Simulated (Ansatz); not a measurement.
ZnSiP2: pressure against volume

ZnSiP2, I-42d, a = 5.377 Å, c = 10.468 Å. The structure is a Materials Project entry; whether it is the stable form wasn't checked. Ansatz: r2SCAN, PAW, 500 eV, Γ-centred 8×8×8 mesh on 8 atoms, Gaussian smearing 0.02 eV; no spin polarisation. Shape and atoms are relaxed at each volume; pressure is positive in compression.

| V (Å³/atom) | P (GPa) |
| --- | --- |
| 16.647 | ? |
| 17.214 | 10.84 |
| 17.782 | 6.62 |
| 18.349 | 3.04 |
| 18.917 | -0.01 |
| 19.484 | -2.60 |
| 20.052 | -4.80 |
| 20.808 | -7.24 |

Task: Take V0 = 18.917 Å³/atom, count pressures from its P0 = -0.01 GPa, fit the third-order Birch–Murnaghan form to the other rows, and predict the missing pressure.

Result: With the Eulerian strain f = ½[(V0/V)^(2/3) − 1] and y = (P − P0)/[3f(1 + 2f)^(5/2)], the form is the line y = B0 + 1.5 B0 (B0′ − 4) f. Rows (f, y): 0.03246, 95.2; 0.02106, 94.7; 0.01027, 94.1; -0.00975, 93.0; -0.01905, 92.4; -0.03077, 91.8. Means f = 0.0007033, y = 93.533; Σ(Δf)² = 0.003004, ΣΔfΔy = 0.1646; the slope is their ratio. y = 93.49 + 54.79 f GPa, so B0 = 93.5 GPa and B0′ = 4 + 2 × (54.79)/(3 × 93.49) = 4.39. At V = 16.647, f = 0.04448, y = 95.93 and P = 15.83 GPa. The run gave 15.79 GPa, so the fit is 0.04 GPa too high, a small miss on the scale of the series.

Cost: 8 runs of about 34 core-minutes in all, on Intel Xeon Platinum 8488C (Sapphire Rapids) (shared hosts).